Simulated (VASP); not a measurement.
# SnSe2 (P-3m1) in VASP: Born charges and dielectric tensor with LDA

Aim: the Born charges and dielectric tensor of SnSe2 with LDA.

Everything below comes from runs of VASP 6.6.1. Logs are shortened: lines on timing, memory, paths and dates and some standing lists are left out, and cuts for length are marked.

### 1 The crystal as given

Symmetry: P-3m1, No. 164, trigonal system. Conventional cell: a = 3.915 Å, b = 3.915 Å, c = 8.291 Å, α = 90.00°, β = 90.00°, γ = 120.00°. Sn (site symmetry -3m) is surrounded by 6 Se at 2.77 Å. Se (site symmetry 3m) is surrounded by 3 Sn at 2.77 Å.

The cell is a database's computed one.

### 2 Born charges and dielectric tensor, LDA

INCAR reads:

```
SYSTEM = SnSe2
ALGO = Normal
EDIFF = 1E-8
ENCUT = 600
GGA = CA
IBRION = 8
ISIF = 2
ISMEAR = 0
LASPH = .True.
LCHARG = .False.
LEPSILON = .True.
LREAL = .False.
LWAVE = .False.
NELM = 60
NSW = 1
PREC = Accurate
SIGMA = 0.02
```

KPOINTS reads:

```
k-points
0
Gamma
  9 9 4
  0 0 0
```

POSCAR reads:

```
SnSe2
1.0
    3.9145200000      0.0000000000      0.0000000000
   -1.9572600000      3.3900800000      0.0000000000
    0.0000000000      0.0000000000      8.2906500000
Sn Se
1 2
Direct
    1.0000000000      0.0000000000      1.0000000000
    0.6666700000      0.3333300000      0.8073100000
    0.3333300000      0.6666700000      0.1926900000
```

Potentials or basis: VASP PAW LDA potentials, release 64 (Sn_d, Se).

Started as:

```sh
$ cat potpaw_LDA.64/Sn_d/POTCAR potpaw_LDA.64/Se/POTCAR > POTCAR
$ mpirun -np 1 vasp_std > vasp.out
```

OUTCAR:

```text
SYSTEM = SnSe2
   EDIFF = 1E-8
   ENCUT = 600
   GGA = CA
   IBRION = 8
   ISIF = 2
   ISMEAR = 0
   LASPH = .True.
   LEPSILON = .True.
   LREAL = .False.
   NELM = 60
   NSW = 1
   PREC = Accurate

 ion  position               nearest neighbor table
   1  0.000  0.000  0.000-   2 2.77   3 2.77   2 2.77   3 2.77   2 2.77   3 2.77
   2  0.667  0.333  0.807-   1 2.77   1 2.77   1 2.77
   3  0.333  0.667  0.193-   1 2.77   1 2.77   1 2.77

  LATTYP: Found a hexagonal cell.
 ALAT       =     3.9145200000
 C/A-ratio  =     2.1179225039

  Lattice vectors:

 A1 = (   3.9145200000,   0.0000000000,   0.0000000000)
 A2 = (  -1.9572600000,   3.3900800000,   0.0000000000)
 A3 = (   0.0000000000,   0.0000000000,   8.2906500000)

Analysis of symmetry for initial positions (statically):
=====================================================================
 Subroutine PRICEL returns:
 Original cell was already a primitive cell.

 Routine SETGRP: Setting up the symmetry group for a
 hexagonal supercell.

 Subroutine GETGRP returns: Found  4 space group operations
 (whereof  4 operations were pure point group operations)
 out of a pool of 24 trial point group operations.

The static configuration has the point symmetry C_2h.

Analysis of symmetry for dynamics (positions and initial velocities):
=====================================================================
 Subroutine PRICEL returns:
 Original cell was already a primitive cell.

 Routine SETGRP: Setting up the symmetry group for a
 hexagonal supercell.

 Subroutine GETGRP returns: Found  4 space group operations
 (whereof  4 operations were pure point group operations)
 out of a pool of 24 trial point group operations.

The dynamic configuration has the point symmetry C_2h.

 Subroutine INISYM returns: Found  4 space group operations
 (whereof  4 operations are pure point group operations),
 and found     1 'primitive' translations

----------------------------------------------------------------------------------------

                                     Primitive cell

  volume of cell :     110.0214

  direct lattice vectors                    reciprocal lattice vectors
     3.914520000  0.000000000  0.000000000     0.255459162  0.147489145  0.000000000
    -1.957260000  3.390080000  0.000000000     0.000000000  0.294978290  0.000000000
     0.000000000  0.000000000  8.290650000     0.000000000  0.000000000  0.120617804

  length of vectors
     3.914520000  3.914525401  8.290650000     0.294978697  0.294978290  0.120617804

  position of ions in fractional coordinates (direct lattice)
     0.000000000  0.000000000  0.000000000
     0.666670000  0.333330000  0.807310000
     0.333330000  0.666670000  0.192690000

  ion indices of the primitive-cell ions
   primitive index   ion index
                 1           1
                 2           2
                 3           3

----------------------------------------------------------------------------------------

 KPOINTS: k-points

Automatic generation of k-mesh.
 Grid dimensions read from file:
 generate k-points for:    9    9    4

 Generating k-lattice:

  Cartesian coordinates                     Fractional coordinates (reciprocal lattice)
[... 655 lines left out ...]
     0.00010  0.00001 -0.00004
     0.00001  0.00011  0.00002
    -0.00004  0.00002 -0.00039

--------------------------------------- Ionic step        4  -------------------------------------------

------------------------ aborting loop because EDIFF is reached ----------------------------------------

[... ionic steps 5 to 5 ...]

--------------------------------------- Ionic step        6  -------------------------------------------

------------------------ aborting loop because EDIFF is reached ----------------------------------------

--------------------------------------- Ionic step        7  -------------------------------------------

------------------------ aborting loop because EDIFF is reached ----------------------------------------

[... ionic steps 8 to 8 ...]

--------------------------------------- Ionic step        9  -------------------------------------------

 Free energy of the ion-electron system (eV)
  ---------------------------------------------------
  ---------------------------------------------------
  free energy    TOTEN  =        -0.10256922 eV

  energy without entropy =       -0.10256922

------------------------ aborting loop because EDIFF is reached ----------------------------------------

 INTERNAL STRAIN TENSOR  FOR ION    2  DIRECTION 3   (eV/Angst):
 -----------------------------------------------------------------------------
     4.57608 -0.00726 -0.07080
    -0.00726  4.56772  0.04088
     0.10802 -0.06237 13.60596

 MACROSCOPIC STATIC DIELECTRIC TENSOR (including local field effects in DFT)
 ------------------------------------------------------
           9.511208     0.000087     0.000019
           0.000087     9.511344    -0.000011
          -0.000039     0.000022     2.863636
 ------------------------------------------------------

 PIEZOELECTRIC TENSOR (including local field effects)  for field in x, y, z        (e  Angst)
          XX          YY          ZZ          XY          YZ          ZX
  --------------------------------------------------------------------------------
  x     0.00000     0.00000     0.00000     0.00000     0.00000     0.00000
  y     0.00000     0.00000     0.00000     0.00000     0.00000     0.00000
  z     0.00000     0.00000     0.00000     0.00000     0.00000     0.00000

 PIEZOELECTRIC TENSOR (including local field effects)  for field in x, y, z        (C/m^2)
          XX          YY          ZZ          XY          YZ          ZX
  --------------------------------------------------------------------------------
  x     0.00000     0.00000     0.00000     0.00000     0.00000     0.00000
  y     0.00000     0.00000     0.00000     0.00000     0.00000     0.00000
  z     0.00000     0.00000     0.00000     0.00000     0.00000     0.00000

 BORN EFFECTIVE CHARGES (including local field effects) (in |e|, cummulative output)
 ---------------------------------------------------------------------------------
 ion    1
    1     5.02489     0.00003     0.00020
    2     0.00003     5.02495    -0.00012
    3     0.00002    -0.00001     0.78863
 ion    2
    1    -2.51244    -0.00002    -0.00010
    2    -0.00002    -2.51247     0.00006
    3    -0.00001     0.00001    -0.39431
 ion    3
    1    -2.51244    -0.00002    -0.00010
    2    -0.00002    -2.51247     0.00006
    3    -0.00001     0.00001    -0.39431

 INTERNAL STRAIN TENSOR FOR ION    3 for displacements in x,y,z  (eV/Angst):
          X           Y           Z          XY          YZ          ZX
  --------------------------------------------------------------------------------
  x     0.00206    -0.00116    -0.00027    -0.90107     0.00035    -4.64820
  y    -0.31013     0.30961     0.00016    -1.01917    -3.62505     0.00042
  z    -4.57608    -4.56772   -13.60596     0.00726     0.06237     0.07080

 SECOND DERIVATIVES (NOT SYMMETRIZED)
 ------------------------------------
               1X          1Y          1Z          2X          2Y          2Z          3X          3Y          3Z
  1X    -3.720005    0.000507   -0.000271    1.860003   -0.000254    0.000136    1.860003   -0.000254    0.000136
  1Y     0.000507   -3.719433    0.000157   -0.000254    1.859717   -0.000078   -0.000254    1.859717   -0.000078
  1Z    -0.000392    0.000226  -13.561235    0.000196   -0.000113    6.780618    0.000196   -0.000113    6.780618
  2X     1.862145   -0.000364    0.000459   -2.261030   -0.000336   -0.000386    0.398885    0.000699   -0.000073
  2Y    -0.000364    1.861732   -0.000265   -0.000336   -2.261426    0.000223    0.000699    0.399694    0.000042
  2Z     0.000472   -0.000272    6.763020   -0.000721    0.000416   -7.418022    0.000249   -0.000144    0.655001
  3X     1.862145   -0.000364    0.000459    0.398885    0.000699   -0.000073   -2.261030   -0.000336   -0.000386
  3Y    -0.000364    1.861732   -0.000265    0.000699    0.399694    0.000042   -0.000336   -2.261426    0.000223
  3Z     0.000472   -0.000272    6.763020    0.000249   -0.000144    0.655001   -0.000721    0.000416   -7.418022

 Eigenvectors and eigenvalues of the dynamical matrix
 ----------------------------------------------------

   1 f  =    6.989496 THz    43.916301 2PiTHz  233.144506 cm-1    28.906222 meV
             X         Y         Z           dx          dy          dz
      0.000000  0.000000  0.000000    -0.000038    0.000022   -0.755981
      1.957280  1.130015  6.693125     0.000034   -0.000020    0.462868
     -0.000020  2.260065  1.597525     0.000034   -0.000020    0.462868
[... 43 lines left out ...]
   9 f/i=    0.004497 THz     0.028257 2PiTHz    0.150011 cm-1     0.018599 meV
             X         Y         Z           dx          dy          dz
      0.000000  0.000000  0.000000     0.007757   -0.004479   -0.654532
      1.957280  1.130015  6.693125     0.006362   -0.003673   -0.534509
     -0.000020  2.260065  1.597525     0.006362   -0.003673   -0.534509

--------------------------------------------------------------------------------------------------------

 MACROSCOPIC STATIC DIELECTRIC TENSOR IONIC CONTRIBUTION
 ------------------------------------------------------
          11.159150     0.001896    -0.000005
           0.001896    11.161380     0.000003
          -0.000005     0.000003     0.075493
 ------------------------------------------------------

 ELASTIC MODULI CONTR FROM IONIC RELAXATION (kBar)
 Direction    XX          YY          ZZ          XY          YZ          ZX
 --------------------------------------------------------------------------------
 XX         -76.6008    -74.3577   -224.6227     -3.3167    -11.2830      1.2998
 YY         -74.3577    -76.3185   -224.2090      3.5617     13.3031      1.1185
 ZZ        -224.6227   -224.2090   -667.8607      0.3590      3.0428      3.5164
 XY          -3.3167      3.5617      0.3590    -20.2508    -40.4194    -45.8379
 YZ         -11.2830     13.3031      3.0428    -40.4194   -143.8364      0.0900
 ZX           1.2998      1.1185      3.5164    -45.8379      0.0900   -236.5920
 --------------------------------------------------------------------------------

 PIEZOELECTRIC TENSOR IONIC CONTR  for field in x, y, z        (C/m^2)
          XX          YY          ZZ          XY          YZ          ZX
  --------------------------------------------------------------------------------
  x     0.00000     0.00000     0.00000     0.00000    -0.00000     0.00000
  y     0.00000     0.00000     0.00000    -0.00000    -0.00000    -0.00000
  z    -0.00000    -0.00000    -0.00000    -0.00000     0.00000    -0.00000
```

Run time: 29 min. Hardware: 1 thread of Intel Xeon 6975P-C (Granite Rapids), shared host; peak memory 1.1 GiB.

Results:

| Property | Result |
| --- | --- |
| Band gap on the k mesh | 0.70 eV, indirect (least direct gap 0.98 eV) |
| Electronic dielectric tensor (diagonal) | 9.51, 9.51, 2.86 |
| Born charges (mean of the diagonal) | Sn +3.61; Se -1.81 e |
| Highest phonon frequency at Γ, LO-TO splitting left out | 233 cm⁻¹ |

Phonon frequencies in cm⁻¹ (negative: imaginary):
| q point | frequencies |
| --- | --- |
| (0.000, 0.000, 0.000) | 0 0 0 96 96 122 122 167 233 |

Electronic dielectric tensor:
```
9.51 0.00 0.00
0.00 9.51 0.00
0.00 0.00 2.86
```

Born effective charge tensors (e):
atom 1, Sn
```
5.02 0.00 0.00
0.00 5.02 0.00
0.00 0.00 0.79
```
atom 2, Se
```
-2.51  0.00  0.00
 0.00 -2.51  0.00
 0.00  0.00 -0.39
```
atom 3, Se
```
-2.51  0.00  0.00
 0.00 -2.51  0.00
 0.00  0.00 -0.39
```

Caveat: spin-orbit coupling is left out, which moves the levels of the heavy elements; an odd mesh through Γ misses points on the zone boundary, where band edges often lie.
